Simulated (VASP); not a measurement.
# TaN in VASP: work function with PBE

Aim: the work function of TaN with PBE.

All numbers are computed with VASP 6.6.1; they aren't measurements. Logs are shortened: lines on timing, memory, paths and dates and some standing lists are left out, and cuts for length are marked.

**1. The cell of the first run**

The cell holds a slab with vacuum, 10 atoms: a = 3.082 Å, b = 3.082 Å, c = 26.322 Å, α = 90.00°, β = 90.00°, γ = 120.00°.

**2. Work function, PBE (the (1 1 1) slab of TaN, cut from the database cell, not relaxed)**

Contents of INCAR:

```
ALGO = Normal
DIPOL = 0.5 0.5 0.500
EDIFF = 1E-6
ENCUT = 520
GGA = PE
IDIPOL = 3
ISIF = 2
ISMEAR = 0
LASPH = True
LCHARG = True
LDIPOL = True
LELF = True
LREAL = False
LVACPOTAV = True
LVHAR = True
LWAVE = False
NELM = 80
PREC = Accurate
SIGMA = 0.05
```

Contents of KPOINTS:

```
k-points
0
Gamma
  10 10 1
```

Contents of POSCAR:

```
TaN
1.0
    3.0815713524      0.0000000000      0.0000000000
   -1.5407856762      2.6687190748      0.0000000000
    0.0000000000      0.0000000000     26.3224161291
Ta N
5 5
Direct
    0.3333333333      0.6666666667      0.2849282514
    0.0000000000      0.0000000000      0.3805156952
    0.6666666667      0.3333333333      0.4761031390
    0.3333333333      0.6666666667      0.5716905829
    0.0000000000      0.0000000000      0.6672780267
    0.6666666667      0.3333333333      0.3327219733
    0.3333333333      0.6666666667      0.4283094171
    0.0000000000      0.0000000000      0.5238968610
    0.6666666667      0.3333333333      0.6194843048
    0.3333333333      0.6666666667      0.7150717486
```

Potentials or basis: VASP PAW PBE potentials, release 64 (Ta_pv, N).

On the command line:

```sh
$ cat potpaw_PBE.64/Ta_pv/POTCAR potpaw_PBE.64/N/POTCAR > POTCAR
$ mpirun -np 1 vasp_std > vasp.out
```

OUTCAR:

```text
EDIFF = 1E-6
   ENCUT = 520
   GGA = PE
   ISIF = 2
   ISMEAR = 0
   LASPH = True
   LREAL = False
   NELM = 80
   PREC = Accurate

 ion  position               nearest neighbor table
   1  0.333  0.667  0.285-   6 2.18   6 2.18   6 2.18   2 3.08   2 3.08   2 3.08
   2  0.000  0.000  0.381-   7 2.18   6 2.18   7 2.18   6 2.18   7 2.18   6 2.18   3 3.08   1 3.08
                             3 3.08   1 3.08   3 3.08   1 3.08
   3  0.667  0.333  0.476-   7 2.18   7 2.18   7 2.18   8 2.18   8 2.18   8 2.18   2 3.08   2 3.08
                             2 3.08   4 3.08   4 3.08   4 3.08
   4  0.333  0.667  0.572-   8 2.18   9 2.18   9 2.18   8 2.18   8 2.18   9 2.18   5 3.08   5 3.08
                             5 3.08   3 3.08   3 3.08   3 3.08
   5  0.000  0.000  0.667-  10 2.18   9 2.18  10 2.18   9 2.18  10 2.18   9 2.18   4 3.08   4 3.08
                             4 3.08
   6  0.667  0.333  0.333-   1 2.18   2 2.18   1 2.18   2 2.18   2 2.18   1 2.18
   7  0.333  0.667  0.428-   2 2.18   3 2.18   3 2.18   2 2.18   2 2.18   3 2.18
   8  0.000  0.000  0.524-   4 2.18   4 2.18   4 2.18   3 2.18   3 2.18   3 2.18
   9  0.667  0.333  0.619-   4 2.18   5 2.18   4 2.18   5 2.18   5 2.18   4 2.18
  10  0.333  0.667  0.715-   5 2.18   5 2.18   5 2.18

  LATTYP: Found a hexagonal cell.
 ALAT       =     3.0815713524
 C/A-ratio  =     8.5418811116

  Lattice vectors:

 A1 = (   3.0815713524,   0.0000000000,   0.0000000000)
 A2 = (  -1.5407856762,   2.6687190748,   0.0000000000)
 A3 = (   0.0000000000,   0.0000000000,  26.3224161291)

Analysis of symmetry for initial positions (statically):
=====================================================================
 Subroutine PRICEL returns:
 Original cell was already a primitive cell.

 Routine SETGRP: Setting up the symmetry group for a
 hexagonal supercell.

 Subroutine GETGRP returns: Found  6 space group operations
 (whereof  6 operations were pure point group operations)
 out of a pool of 24 trial point group operations.

The static configuration has the point symmetry C_3v.

Analysis of symmetry for dynamics (positions and initial velocities):
=====================================================================
 Subroutine PRICEL returns:
 Original cell was already a primitive cell.

 Routine SETGRP: Setting up the symmetry group for a
 hexagonal supercell.

 Subroutine GETGRP returns: Found  6 space group operations
 (whereof  6 operations were pure point group operations)
 out of a pool of 24 trial point group operations.

The dynamic configuration has the point symmetry C_3v.

 Subroutine INISYM returns: Found  6 space group operations
 (whereof  6 operations are pure point group operations),
 and found     1 'primitive' translations

----------------------------------------------------------------------------------------

                                     Primitive cell

  volume of cell :     216.4716

  direct lattice vectors                    reciprocal lattice vectors
     3.081571352  0.000000000  0.000000000     0.324509766  0.187355801  0.000000000
    -1.540785676  2.668719075  0.000000000     0.000000000  0.374711602  0.000000000
     0.000000000  0.000000000 26.322416129     0.000000000  0.000000000  0.037990434

  length of vectors
     3.081571352  3.081571352 26.322416129     0.374711602  0.374711602  0.037990434

  position of ions in fractional coordinates (direct lattice)
     0.333333333  0.666666667  0.284928251
     0.000000000  0.000000000  0.380515695
     0.666666667  0.333333333  0.476103139
     0.333333333  0.666666667  0.571690583
     0.000000000  0.000000000  0.667278027
     0.666666667  0.333333333  0.332721973
     0.333333333  0.666666667  0.428309417
     0.000000000  0.000000000  0.523896861
     0.666666667  0.333333333  0.619484305
     0.333333333  0.666666667  0.715071749

  ion indices of the primitive-cell ions
   primitive index   ion index
                 1           1
                 2           2
                 3           3
                 4           4
                 5           5
                 6           6
                 7           7
                 8           8
                 9           9
                10          10

----------------------------------------------------------------------------------------

 KPOINTS: k-points

Automatic generation of k-mesh.
 Grid dimensions read from file:
 generate k-points for:   10   10    1

 Generating k-lattice:

  Cartesian coordinates                     Fractional coordinates (reciprocal lattice)
     0.032450977  0.018735580  0.000000000     0.100000000  0.000000000  0.000000000
     0.000000000  0.037471160  0.000000000     0.000000000  0.100000000  0.000000000
     0.000000000  0.000000000  0.037990434     0.000000000  0.000000000  1.000000000

  Length of vectors
     0.037471160  0.037471160  0.037990434

  Shift w.r.t. Gamma in fractional coordinates (k-lattice)
     0.000000000  0.000000000  0.000000000

 Subroutine IBZKPT returns following result:
 ===========================================

 Found     14 irreducible k-points:

 Following reciprocal coordinates:
            Coordinates               Weight
  0.000000  0.000000  0.000000      1.000000
  0.100000  0.000000  0.000000      6.000000
  0.200000  0.000000  0.000000      6.000000
  0.300000 -0.000000  0.000000      6.000000
  0.400000 -0.000000  0.000000      6.000000
  0.500000 -0.000000  0.000000      3.000000
  0.100000  0.100000  0.000000      6.000000
  0.200000  0.100000  0.000000     12.000000
  0.300000  0.100000  0.000000     12.000000
  0.400000  0.100000  0.000000     12.000000
  0.200000  0.200000  0.000000      6.000000
  0.300000  0.200000  0.000000     12.000000
  0.400000  0.200000  0.000000      6.000000
  0.300000  0.300000  0.000000      6.000000
   k-points           NKPTS =     14   k-points in BZ     NKDIM =     14   number of bands    NBANDS=     48
   number of dos      NEDOS =    301   number of ions     NIONS =     10
   total plane-waves  NPLWV = 112896
   dimension x,y,z NGX =    24 NGY =   24 NGZ =  196
   dimension x,y,z NGXF=    48 NGYF=   48 NGZF=  392
   ions per type =               5   5
   NGX,Y,Z   is equivalent  to a cutoff of  12.95, 12.95, 12.38 a.u.
   NGXF,Y,Z  is equivalent  to a cutoff of  25.90, 25.90, 24.76 a.u.
 SYSTEM =  unknown system
   PREC   = accura    normal or accurate (medium, high low for compatibility)
   ISTART =      0    job   : 0-new  1-cont  2-samecut
   ICHARG =      2    charge: 1-file 2-atom 10-const
   ISPIN  =      1    spin polarized calculation?
   LNONCOLLINEAR =      F non collinear calculations
   LSORBIT =      F    spin-orbit coupling
   LASPH  =      T    aspherical Exc in radial PAW
   ENCUT  =  520.0 eV  38.22 Ry    6.18 a.u.   5.73  5.73 48.94*2*pi/ulx,y,z
   NELM   =     80;   NELMIN=  2; NELMDL= -5     # of ELM steps
   EDIFF  = 0.1E-05   stopping-criterion for ELM
   LREAL  =      F    real-space projection
   EDIFFG = 0.1E-04   stopping-criterion for IOM
   NSW    =      0    number of steps for IOM
   IBRION =     -1    ionic relax: 0-MD 1-quasi-New 2-CG
   NFREE  =      0    steps in history (QN), initial steepest desc. (CG)
   ISIF   =      2    stress and relaxation
   ISYM   =      2    0-nonsym 1-usesym 2-fastsym
   POTIM  = 0.5000    time-step for ionic-motion
   TEBEG  =    0.0;   TEEND  =   0.0 temperature during run
   PSTRESS=    0.0 pullay stress
   NELECT =      80.0000    total number of electrons
   NUPDOWN=      -1.0000    fix difference up-down
   EMIN   =  10.00;   EMAX   =-10.00  energy-range for DOS
   EFERMI =   0.00;   METHOD = LEGACY
   ISMEAR =     0;   SIGMA  =   0.05  broadening in eV -4-tet -1-fermi 0-gaus
   EFERMI_NEDOS =   21; number of points for ismear=-14 and -15
   IALGO  =     38    algorithm
   IMIX   =      4    mixing-type and parameters
     AMIX     =   0.40;   BMIX     =  1.00
     AMIX_MAG =   1.60;   BMIX_MAG =  1.00
  volume/ion in A,a.u.               =      21.65       146.08
  Fermi-wavevector in a.u.,A,eV,Ry     =   1.174820  2.220087 18.778779  1.380201
  Thomas-Fermi vector in A             =   2.311211
   LORBIT       =      0    0 simple, 1 ext, 2 COOP (PROOUT), +10 PAW based schemes
   GGA     = PE    functional components
   LHFCALC =     F    Hartree Fock is set to
   AEXX    =    0.0000 exact exchange contribution
   IVDW    =     0    specifies the selected vdW correction
   LEPSILON=     F    determine dielectric tensor
   LRPA    =     F    only Hartree local field effects (RPA)
 non-spin polarized calculation
 Gauss-broadening in eV      SIGMA  =   0.05
  energy-cutoff  :      520.00
  volume of cell :      216.47
 maximum number of plane-waves:      5852
 NGX is ok and might be reduce to    24
   NGX = 11   NGY = 11   NGZ = 97

 dipolmoment           0.000000      0.000000     -0.039707 electrons x Angstroem

 number of electron      80.0000002 magnetization

 dipolmoment           0.000000      0.000000      0.108171 electrons x Angstroem

 Free energy of the ion-electron system (eV)
  ---------------------------------------------------
  ext. energy  EPLUGINS =         0.00000000
  ---------------------------------------------------
  free energy    TOTEN  =      -106.40211513 eV

  energy without entropy =     -106.39692830  energy(sigma->0) =     -106.39952171

 E-fermi :   1.3056     XC(G=0):  -7.3022

 val. band max:        1.2768531168   @ k =   0.2000   0.1000   0.0000
 cond. band min:       1.3314328988   @ k =   0.2000   0.2000   0.0000
 fundamental gap:      0.0545797820
 Fermi energy:         1.3055943143

 k-point     1 :       0.0000    0.0000    0.0000
  band No.  band energies     occupation
      1     -35.2423      2.00000
      2     -34.9343      2.00000
      3     -34.5878      2.00000
      4     -34.5878      2.00000
      5     -34.5837      2.00000
      6     -34.4004      2.00000
[... 40 lines left out ...]
     47       2.0342      0.00000
     48       2.1829      0.00000
[... 661 lines left out ...]
     47       3.8027      0.00000
     48       4.1426      0.00000

------------------------ aborting loop because EDIFF is reached ----------------------------------------

  FORCE on cell =-STRESS in cart. coord.  units (eV):
  Direction    XX          YY          ZZ          XY          YZ          ZX
  --------------------------------------------------------------------------------------
  -------------------------------------------------------------------------------------
  Total        4.1431668      4.1431668      2.4965732      0.0000000      0.0000000      0.0000000
  in kB       30.6649430     30.6649430     18.4779611      0.0000000      0.0000000      0.0000000
  external PRESSURE =      26.6026157 kB  Pullay stress =       0.0000000 kB

 VOLUME and BASIS-vectors are now :
 -----------------------------------------------------------------------------
  energy-cutoff  :      520.00
  volume of cell :      216.47
      direct lattice vectors                 reciprocal lattice vectors
     3.081571352  0.000000000  0.000000000     0.324509766  0.187355801  0.000000000
    -1.540785676  2.668719075  0.000000000     0.000000000  0.374711602  0.000000000
     0.000000000  0.000000000 26.322416129     0.000000000  0.000000000  0.037990434

 POSITION                                       TOTAL-FORCE (eV/Angst)
 -----------------------------------------------------------------------------------
     -0.00000      1.77915      7.50000         0.000000      0.000000      0.004673
      0.00000      0.00000     10.01609        -0.000000      0.000000     -0.111845
      1.54079      0.88957     12.53218        -0.000000      0.000000     -0.246924
     -0.00000      1.77915     15.04828         0.000000      0.000000      0.194671
      0.00000      0.00000     17.56437        -0.000000      0.000000      5.682733
      1.54079      0.88957      8.75805         0.000000     -0.000000     -0.501368
     -0.00000      1.77915     11.27414        -0.000000      0.000000     -0.196668
      0.00000      0.00000     13.79023        -0.000000      0.000000     -0.227043
      1.54079      0.88957     16.30632        -0.000000      0.000000     -0.133151
     -0.00000      1.77915     18.82242         0.000000     -0.000000     -4.465080
 -----------------------------------------------------------------------------------
    total drift:                                0.000000     -0.000000     -0.001150

  FREE ENERGIE OF THE ION-ELECTRON SYSTEM (eV)
  ---------------------------------------------------
  free  energy   TOTEN  =      -106.4021151285 eV

  energy  without entropy=     -106.3969282987  energy(sigma->0) =     -106.39952171

 vacuum level on the upper side and lower side of the slab         8.679         6.294
```

Wall time 7.4 min (1 thread of Intel Xeon Platinum 8488C (Sapphire Rapids), shared host); peak memory 0.37 GiB.

Results:

```yaml
Free_energy: -106.4021 eV
Largest_force: 5.683 eV/Å
Band_gap_on_the_k_mesh: none (metal or under the smearing width)
Work_function_of_the_upper_face: 7.37 eV
Work_function_of_the_lower_face: 4.99 eV
```

Forces on the atoms (eV/Å):
```
Ta   0.000  0.000  0.005
Ta   0.000  0.000 -0.112
Ta   0.000  0.000 -0.247
Ta   0.000  0.000  0.195
Ta   0.000  0.000  5.683
N    0.000  0.000 -0.501
N    0.000  0.000 -0.197
N    0.000  0.000 -0.227
N    0.000  0.000 -0.133
N    0.000  0.000 -4.465
```

Spin-orbit coupling is left out, which matters for the levels of Ta.
